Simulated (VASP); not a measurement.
# BrH in VASP: settings compared

One molecule, BrH, is run at these levels: RPBE+D3(BJ), r2SCAN+rVV10, optB86b-vdW; tasks: single point.

Everything below comes from runs of VASP 6.6.1. Logs are shortened: lines on timing, memory, paths and dates and some standing lists are left out, and cuts for length are marked.

## (1) The structure

The cell holds a molecule in a box, 2 atoms: a = 11.702 Å, b = 12.202 Å, c = 12.702 Å, α = 90.00°, β = 90.00°, γ = 90.00°.

## (2) Single point, RPBE+D3(BJ)

The input, INCAR:

```
ALGO = Normal ; EDIFF = 1E-6
ENCUT = 400 ; GGA = RP
ISIF = 2 ; ISMEAR = 0
ISYM = 0 ; IVDW = 12
LASPH = T ; LCHARG = F
LREAL = F ; LWAVE = F
NELM = 100 ; PREC = Accurate
SIGMA = 0.01
```

The input, KPOINTS:

```
k-points
0
Gamma
  1 1 1
```

The input, POSCAR:

```
HBr                                     
1.0
   11.7015812861      0.0000000000      0.0000000000
    0.0000000000     12.2015812861      0.0000000000
    0.0000000000      0.0000000000     12.7015812861
  Br              H             
     1     1
Selective dynamics
Direct
     0.5267829709000011    0.5187529815000005    0.4526995395999975   F   F   F
     0.4720358574442831    0.4887970829503596    0.5493823067504654   T   T   T
```

Potentials or basis: VASP PAW PBE potentials, release 64 (Br, H).

Started as:

```
> cat potpaw_PBE.64/Br/POTCAR potpaw_PBE.64/H/POTCAR > POTCAR
> mpirun -np 1 vasp_gam > vasp.out
```

OUTCAR:

```text
EDIFF = 1E-6
   ENCUT = 400
   GGA = RP
   ISIF = 2
   ISMEAR = 0
   ISYM = 0
   IVDW = 12
   LASPH = T
   LREAL = F
   NELM = 100
   PREC = Accurate
 IVDW          = 12

 ion  position               nearest neighbor table
   1  0.527  0.519  0.453-   2 1.43
   2  0.472  0.489  0.549-   1 1.43

IMPORTANT INFORMATION: All symmetrisations will be switched off!
NOSYMM: (Re-)initialisation of all symmetry stuff for point group C_1.

----------------------------------------------------------------------------------------

                                     Primitive cell

  volume of cell :    1813.5038

  direct lattice vectors                    reciprocal lattice vectors
    11.701581286  0.000000000  0.000000000     0.085458536  0.000000000  0.000000000
     0.000000000 12.201581286  0.000000000     0.000000000  0.081956590  0.000000000
     0.000000000  0.000000000 12.701581286     0.000000000  0.000000000  0.078730355

  length of vectors
    11.701581286 12.201581286 12.701581286     0.085458536  0.081956590  0.078730355

  position of ions in fractional coordinates (direct lattice)
     0.526782971  0.518752982  0.452699540
     0.472035857  0.488797083  0.549382307

  ion indices of the primitive-cell ions
   primitive index   ion index
                 1           1
                 2           2

----------------------------------------------------------------------------------------

 KPOINTS: k-points

Automatic generation of k-mesh.
 Grid dimensions read from file:
 generate k-points for:    1    1    1

 Generating k-lattice:

  Cartesian coordinates                     Fractional coordinates (reciprocal lattice)
     0.085458536  0.000000000  0.000000000     1.000000000  0.000000000  0.000000000
     0.000000000  0.081956590  0.000000000     0.000000000  1.000000000  0.000000000
     0.000000000  0.000000000  0.078730355     0.000000000  0.000000000  1.000000000

  Length of vectors
     0.085458536  0.081956590  0.078730355

  Shift w.r.t. Gamma in fractional coordinates (k-lattice)
     0.000000000  0.000000000  0.000000000

 Subroutine IBZKPT returns following result:
 ===========================================

 Found      1 irreducible k-points:

 Following reciprocal coordinates:
            Coordinates               Weight
  0.000000  0.000000  0.000000      1.000000
   k-points           NKPTS =      1   k-points in BZ     NKDIM =      1   number of bands    NBANDS=      8
   number of dos      NEDOS =    301   number of ions     NIONS =      2
   total plane-waves  NPLWV = 537600
   dimension x,y,z NGX =    80 NGY =   80 NGZ =   84
   dimension x,y,z NGXF=   160 NGYF=  160 NGZF=  168
   ions per type =               1   1
   NGX,Y,Z   is equivalent  to a cutoff of  11.37, 10.90, 10.99 a.u.
   NGXF,Y,Z  is equivalent  to a cutoff of  22.73, 21.80, 21.99 a.u.
 SYSTEM =  unknown system
   PREC   = accura    normal or accurate (medium, high low for compatibility)
   ISTART =      0    job   : 0-new  1-cont  2-samecut
   ICHARG =      2    charge: 1-file 2-atom 10-const
   ISPIN  =      1    spin polarized calculation?
   LNONCOLLINEAR =      F non collinear calculations
   LSORBIT =      F    spin-orbit coupling
   LASPH  =      T    aspherical Exc in radial PAW
   ENCUT  =  400.0 eV  29.40 Ry    5.42 a.u.  19.08 19.90 20.71*2*pi/ulx,y,z
   NELM   =    100;   NELMIN=  2; NELMDL= -5     # of ELM steps
   EDIFF  = 0.1E-05   stopping-criterion for ELM
   LREAL  =      F    real-space projection
   EDIFFG = 0.1E-04   stopping-criterion for IOM
   NSW    =      0    number of steps for IOM
   IBRION =     -1    ionic relax: 0-MD 1-quasi-New 2-CG
   NFREE  =      0    steps in history (QN), initial steepest desc. (CG)
   ISIF   =      2    stress and relaxation
   ISYM   =      0    0-nonsym 1-usesym 2-fastsym
   POTIM  = 0.5000    time-step for ionic-motion
   TEBEG  =    0.0;   TEEND  =   0.0 temperature during run
   PSTRESS=    0.0 pullay stress
   NELECT =       8.0000    total number of electrons
   NUPDOWN=      -1.0000    fix difference up-down
   EMIN   =  10.00;   EMAX   =-10.00  energy-range for DOS
   EFERMI =   0.00;   METHOD = LEGACY
   ISMEAR =     0;   SIGMA  =   0.01  broadening in eV -4-tet -1-fermi 0-gaus
   EFERMI_NEDOS =   21; number of points for ismear=-14 and -15
   IALGO  =     38    algorithm
   IMIX   =      4    mixing-type and parameters
     AMIX     =   0.40;   BMIX     =  1.00
     AMIX_MAG =   1.60;   BMIX_MAG =  1.00
  volume/ion in A,a.u.               =     906.75      6119.06
  Fermi-wavevector in a.u.,A,eV,Ry     =   0.268492  0.507377  0.980819  0.072088
  Thomas-Fermi vector in A             =   1.104892
   LORBIT       =      0    0 simple, 1 ext, 2 COOP (PROOUT), +10 PAW based schemes
   GGA     = RP    functional components
   LHFCALC =     F    Hartree Fock is set to
   AEXX    =    0.0000 exact exchange contribution
   IVDW    =    12    specifies the selected vdW correction
   LEPSILON=     F    determine dielectric tensor
   LRPA    =     F    only Hartree local field effects (RPA)
 non-spin polarized calculation
 Gauss-broadening in eV      SIGMA  =   0.01
  energy-cutoff  :      400.00
  volume of cell :     1813.50
 maximum number of plane-waves:     16463
 NGX is ok and might be reduce to    80
   NGX = 39   NGY = 39   NGZ = 41

 number of electron       7.9999997 magnetization

 Free energy of the ion-electron system (eV)
  ---------------------------------------------------
  ext. energy  EPLUGINS =         0.00000000
  ---------------------------------------------------
  free energy    TOTEN  =        -5.39057555 eV

  energy without entropy =       -5.39057555  energy(sigma->0) =       -5.39057555

 E-fermi :  -7.1985     XC(G=0):  -0.4744

 val. band max:       -7.2773990958   @ k =   0.0000   0.0000   0.0000
 cond. band min:      -1.4339408777   @ k =   0.0000   0.0000   0.0000
 fundamental gap:      5.8434582181
 Fermi energy:        -7.1985350672

 k-point     1 :       0.0000    0.0000    0.0000
  band No.  band energies     occupation
      1     -20.3192      2.00000
      2     -10.9473      2.00000
      3      -7.2776      2.00000
      4      -7.2774      2.00000
      5      -1.4339      0.00000
      6      -0.0906      0.00000
      7       0.5812      0.00000
      8       0.6543      0.00000

------------------------ aborting loop because EDIFF is reached ----------------------------------------

 Edisp (eV)   -0.07895

 E8    (eV) :    -0.0384

  FORCE on cell =-STRESS in cart. coord.  units (eV):
  Direction    XX          YY          ZZ          XY          YZ          ZX
  --------------------------------------------------------------------------------------
  -------------------------------------------------------------------------------------
  Total      -0.05931    -0.06384    -0.04309     0.00401    -0.00747    -0.01309
  in kB      -0.05240    -0.05641    -0.03807     0.00354    -0.00660    -0.01157
  external pressure =       -0.05 kB  Pullay stress =        0.00 kB

 VOLUME and BASIS-vectors are now :
 -----------------------------------------------------------------------------
  energy-cutoff  :      400.00
  volume of cell :     1813.50
      direct lattice vectors                 reciprocal lattice vectors
    11.701581286  0.000000000  0.000000000     0.085458536  0.000000000  0.000000000
     0.000000000 12.201581286  0.000000000     0.000000000  0.081956590  0.000000000
     0.000000000  0.000000000 12.701581286     0.000000000  0.000000000  0.078730355

 POSITION                                       TOTAL-FORCE (eV/Angst)
 -----------------------------------------------------------------------------------
      6.16419      6.32961      5.75000         0.008587      0.004725     -0.015144
      5.52357      5.96410      6.97802        -0.008587     -0.004725      0.015144
 -----------------------------------------------------------------------------------
    total drift:                                0.000160      0.000206      0.000195

  FREE ENERGIE OF THE ION-ELECTRON SYSTEM (eV)
  ---------------------------------------------------
  free  energy   TOTEN  =        -5.4695267537 eV

  energy  without entropy=       -5.4695267537  energy(sigma->0) =       -5.46952675
```

Run time: 37 s. Hardware: 1 thread of Intel Xeon 6975P-C (Granite Rapids), shared host; peak memory 0.91 GiB.

Results:

```yaml
Free_energy: -5.4695 eV
Largest_force: 0.018 eV/Å
Gap_between_the_frontier_levels: 5.84 eV
Dispersion_energy_per_atom: -0.039 eV
```

Forces on the atoms (eV/Å):
```
Br   0.009  0.005 -0.015
H   -0.009 -0.005  0.015
```

Caveat: the PAW data sets were made with another functional, which shifts forces and pressure a little. RPBE gaps usually lie below the measured ones, often by a third to a half.

## (3) Single point, r2SCAN+rVV10

The input, INCAR:

```
ALGO = Normal ; BPARAM = 11.95
CPARAM = 0.0093 ; EDIFF = 1E-6
ENCUT = 400 ; ISIF = 2
ISMEAR = 0 ; ISYM = 0
IVDW_NL = 2 ; LASPH = T
LCHARG = F ; LMIXTAU = T
LREAL = F ; LUSE_VDW = T
LWAVE = F ; METAGGA = R2SCAN
NELM = 100 ; PREC = Accurate
SIGMA = 0.01
```

KPOINTS is that of step 2.

POSCAR is that of step 2.

Potentials or basis: VASP PAW PBE potentials, release 64 (Br, H).

Started as:

```
> cat potpaw_PBE.64/Br/POTCAR potpaw_PBE.64/H/POTCAR > POTCAR
> mpirun -np 1 vasp_gam > vasp.out
```

OUTCAR:

```text
BPARAM = 11.95
   EDIFF = 1E-6
   ENCUT = 400
   ISIF = 2
   ISMEAR = 0
   ISYM = 0
   IVDW_NL = 2
   LASPH = T
   LREAL = F
   METAGGA = R2SCAN
   NELM = 100
   PREC = Accurate

 ion  position               nearest neighbor table
   1  0.527  0.519  0.453-   2 1.43
   2  0.472  0.489  0.549-   1 1.43

IMPORTANT INFORMATION: All symmetrisations will be switched off!
NOSYMM: (Re-)initialisation of all symmetry stuff for point group C_1.

----------------------------------------------------------------------------------------

                                     Primitive cell

  volume of cell :    1813.5038

  direct lattice vectors                    reciprocal lattice vectors
    11.701581286  0.000000000  0.000000000     0.085458536  0.000000000  0.000000000
     0.000000000 12.201581286  0.000000000     0.000000000  0.081956590  0.000000000
     0.000000000  0.000000000 12.701581286     0.000000000  0.000000000  0.078730355

  length of vectors
    11.701581286 12.201581286 12.701581286     0.085458536  0.081956590  0.078730355

  position of ions in fractional coordinates (direct lattice)
     0.526782971  0.518752982  0.452699540
     0.472035857  0.488797083  0.549382307

  ion indices of the primitive-cell ions
   primitive index   ion index
                 1           1
                 2           2

----------------------------------------------------------------------------------------

 KPOINTS: k-points

Automatic generation of k-mesh.
 Grid dimensions read from file:
 generate k-points for:    1    1    1

 Generating k-lattice:

  Cartesian coordinates                     Fractional coordinates (reciprocal lattice)
     0.085458536  0.000000000  0.000000000     1.000000000  0.000000000  0.000000000
     0.000000000  0.081956590  0.000000000     0.000000000  1.000000000  0.000000000
     0.000000000  0.000000000  0.078730355     0.000000000  0.000000000  1.000000000

  Length of vectors
     0.085458536  0.081956590  0.078730355

  Shift w.r.t. Gamma in fractional coordinates (k-lattice)
     0.000000000  0.000000000  0.000000000

 Subroutine IBZKPT returns following result:
 ===========================================

 Found      1 irreducible k-points:

 Following reciprocal coordinates:
            Coordinates               Weight
  0.000000  0.000000  0.000000      1.000000
   k-points           NKPTS =      1   k-points in BZ     NKDIM =      1   number of bands    NBANDS=      8
   number of dos      NEDOS =    301   number of ions     NIONS =      2
   total plane-waves  NPLWV = 537600
   dimension x,y,z NGX =    80 NGY =   80 NGZ =   84
   dimension x,y,z NGXF=   160 NGYF=  160 NGZF=  168
   ions per type =               1   1
   NGX,Y,Z   is equivalent  to a cutoff of  11.37, 10.90, 10.99 a.u.
   NGXF,Y,Z  is equivalent  to a cutoff of  22.73, 21.80, 21.99 a.u.
 SYSTEM =  unknown system
   PREC   = accura    normal or accurate (medium, high low for compatibility)
   ISTART =      0    job   : 0-new  1-cont  2-samecut
   ICHARG =      2    charge: 1-file 2-atom 10-const
   ISPIN  =      1    spin polarized calculation?
   LNONCOLLINEAR =      F non collinear calculations
   LSORBIT =      F    spin-orbit coupling
   LASPH  =      T    aspherical Exc in radial PAW
   ENCUT  =  400.0 eV  29.40 Ry    5.42 a.u.  19.08 19.90 20.71*2*pi/ulx,y,z
   NELM   =    100;   NELMIN=  2; NELMDL= -5     # of ELM steps
   EDIFF  = 0.1E-05   stopping-criterion for ELM
   LREAL  =      F    real-space projection
   EDIFFG = 0.1E-04   stopping-criterion for IOM
   NSW    =      0    number of steps for IOM
   IBRION =     -1    ionic relax: 0-MD 1-quasi-New 2-CG
   NFREE  =      0    steps in history (QN), initial steepest desc. (CG)
   ISIF   =      2    stress and relaxation
   ISYM   =      0    0-nonsym 1-usesym 2-fastsym
   POTIM  = 0.5000    time-step for ionic-motion
   TEBEG  =    0.0;   TEEND  =   0.0 temperature during run
   PSTRESS=    0.0 pullay stress
   NELECT =       8.0000    total number of electrons
   NUPDOWN=      -1.0000    fix difference up-down
   EMIN   =  10.00;   EMAX   =-10.00  energy-range for DOS
   EFERMI =   0.00;   METHOD = LEGACY
   ISMEAR =     0;   SIGMA  =   0.01  broadening in eV -4-tet -1-fermi 0-gaus
   EFERMI_NEDOS =   21; number of points for ismear=-14 and -15
   IALGO  =     38    algorithm
   IMIX   =      4    mixing-type and parameters
     AMIX     =   0.40;   BMIX     =  1.00
     AMIX_MAG =   1.60;   BMIX_MAG =  1.00
  volume/ion in A,a.u.               =     906.75      6119.06
  Fermi-wavevector in a.u.,A,eV,Ry     =   0.268492  0.507377  0.980819  0.072088
  Thomas-Fermi vector in A             =   1.104892
   LORBIT       =      0    0 simple, 1 ext, 2 COOP (PROOUT), +10 PAW based schemes
   METAGGA = R2SCAN    functional components
   LHFCALC =     F    Hartree Fock is set to
   AEXX    =    0.0000 exact exchange contribution
   IVDW_NL    =     2    kernel type
   BPARAM     =11.9500
   IVDW    =     0    specifies the selected vdW correction
   LEPSILON=     F    determine dielectric tensor
   LRPA    =     F    only Hartree local field effects (RPA)
 non-spin polarized calculation
 Gauss-broadening in eV      SIGMA  =   0.01
  energy-cutoff  :      400.00
  volume of cell :     1813.50
 maximum number of plane-waves:     16463
 NGX is ok and might be reduce to    80
   NGX = 39   NGY = 39   NGZ = 41

 number of electron       7.9999997 magnetization

 Free energy of the ion-electron system (eV)
  ---------------------------------------------------
  ext. energy  EPLUGINS =         0.00000000
  ---------------------------------------------------
  free energy    TOTEN  =       -16.69107279 eV

  energy without entropy =      -16.69107279  energy(sigma->0) =      -16.69107279

 E-fermi :  -7.5246     XC(G=0):  -0.2545

 val. band max:       -7.5877003833   @ k =   0.0000   0.0000   0.0000
 cond. band min:      -0.8903323967   @ k =   0.0000   0.0000   0.0000
 fundamental gap:      6.6973679866
 Fermi energy:        -7.5245739393

 k-point     1 :       0.0000    0.0000    0.0000
  band No.  band energies     occupation
      1     -21.1282      2.00000
      2     -11.3484      2.00000
      3      -7.5879      2.00000
      4      -7.5877      2.00000
      5      -0.8903      0.00000
      6       0.1966      0.00000
      7       0.9891      0.00000
      8       1.0065      0.00000

------------------------ aborting loop because EDIFF is reached ----------------------------------------

  FORCE on cell =-STRESS in cart. coord.  units (eV):
  Direction    XX          YY          ZZ          XY          YZ          ZX
  --------------------------------------------------------------------------------------
  -------------------------------------------------------------------------------------
  Total       -0.1529091     -0.0964131     -0.3768984     -0.0472273      0.0907935      0.1589218
  in kB       -0.1350907     -0.0851781     -0.3329787     -0.0417239      0.0802134      0.1404027
  external PRESSURE =      -0.1844158 kB  Pullay stress =       0.0000000 kB

 VOLUME and BASIS-vectors are now :
 -----------------------------------------------------------------------------
  energy-cutoff  :      400.00
  volume of cell :     1813.50
      direct lattice vectors                 reciprocal lattice vectors
    11.701581286  0.000000000  0.000000000     0.085458536  0.000000000  0.000000000
     0.000000000 12.201581286  0.000000000     0.000000000  0.081956590  0.000000000
     0.000000000  0.000000000 12.701581286     0.000000000  0.000000000  0.078730355

 POSITION                                       TOTAL-FORCE (eV/Angst)
 -----------------------------------------------------------------------------------
      6.16419      6.32961      5.75000        -0.134240     -0.075370      0.255517
      5.52357      5.96410      6.97802         0.134240      0.075370     -0.255517
 -----------------------------------------------------------------------------------
    total drift:                               -0.002884      0.000430     -0.000640

  FREE ENERGIE OF THE ION-ELECTRON SYSTEM (eV)
  ---------------------------------------------------
  free  energy   TOTEN  =       -16.6910727869 eV

  energy  without entropy=      -16.6910727869  energy(sigma->0) =      -16.69107279
```

OSZICAR:

```text
N       E                     dE             d eps       ncg     rms          rms(c)
DAV:   1     0.506433727776E+02    0.50643E+02   -0.14216E+03    24   0.408E+02
DAV:   2     0.615351016352E+00   -0.50028E+02   -0.50028E+02    24   0.666E+01
DAV:   3    -0.179953296166E+02   -0.18611E+02   -0.18611E+02    24   0.582E+01
[... 13 lines left out ...]
DAV:  58    -0.166910615116E+02   -0.90681E-05   -0.16013E-06    16   0.194E-02    0.314E-04
DAV:  59    -0.166910589095E+02    0.26021E-05   -0.58509E-07    16   0.123E-02    0.205E-04
DAV:  60    -0.166910712807E+02   -0.12371E-04   -0.20214E-06    16   0.220E-02    0.179E-04
DAV:  61    -0.166910726583E+02   -0.13776E-05   -0.26294E-07    32   0.841E-03    0.149E-04
DAV:  62    -0.166910727869E+02   -0.12861E-06   -0.62460E-08    16   0.415E-03
   1 F= -.16691073E+02 E0= -.16691073E+02  d E =-.483856E-19
```

It took 30 min on 1 thread of Intel Xeon 6975P-C (Granite Rapids), shared host; peak memory 3 GiB.

What came out:

```
Free energy                     : -16.6911 eV
Largest force                   : 0.298 eV/Å
Gap between the frontier levels : 6.70 eV
```

Forces in eV/Å, atoms in the order of the input:
```
Br  -0.134 -0.075  0.256
H    0.134  0.075 -0.256
```

Caveat: the PAW data sets were made with another functional, which shifts forces and pressure a little. r2SCAN opens gaps a little over a GGA but as a rule still falls short of measured ones.

## (4) Single point, optB86b-vdW

The input, INCAR:

```
AGGAC = 0.0 ; ALGO = Normal
EDIFF = 1E-6 ; ENCUT = 400
GGA = MK ; ISIF = 2
ISMEAR = 0 ; ISYM = 0
LASPH = T ; LCHARG = F
LREAL = F ; LUSE_VDW = T
LWAVE = F ; NELM = 100
PARAM1 = 0.1234 ; PARAM2 = 1.0
PREC = Accurate ; SIGMA = 0.01
```

KPOINTS is that of step 3.

POSCAR is that of step 3.

Started as:

```
> cat potpaw_PBE.64/Br/POTCAR potpaw_PBE.64/H/POTCAR > POTCAR
> mpirun -np 1 vasp_gam > vasp.out
```

Run time: 10 min. Hardware: 1 thread of Intel Xeon 6975P-C (Granite Rapids), shared host; peak memory 3.3 GiB.

It converged, with:

```yaml
Free_energy: -3.2881 eV
Largest_force: 0.051 eV/Å
Gap_between_the_frontier_levels: 5.76 eV
```

Forces in eV/Å, atoms in the order of the input:
```
Br   0.023  0.013 -0.044
H   -0.023 -0.013  0.044
```

Levels at points of the mesh, in eV from the valence-band top:
```tsv
k point	band 2	band 3	band 4	band 5	band 6	band 7
(0.00, 0.00, 0.00)	-3.66	0.00	0.00	5.76	7.05	7.68
```

Caveat: the PAW data sets were made with another functional, which shifts forces and pressure a little.

## (5) Summary

```csv
level,gap on the mesh (eV),largest force (eV/Å)
RPBE+D3(BJ),5.84,0.02
r2SCAN+rVV10,6.70,0.30
optB86b-vdW,5.76,0.05
```

Alike in all rows: task single point; potentials or basis VASP PAW PBE potentials, release 64 (Br, H); no spin polarisation; cell as given; k mesh 1 × 1 × 1; cutoff (eV) 400; smearing gaussian 0.01 eV.

On the cell as given the gap runs from 5.76 eV (optB86b-vdW) to 6.70 eV (r2SCAN+rVV10).

Caveats: the PAW data sets were made with another functional, which shifts forces and pressure a little.

Absolute energies hang on the potentials; compare differences alone.
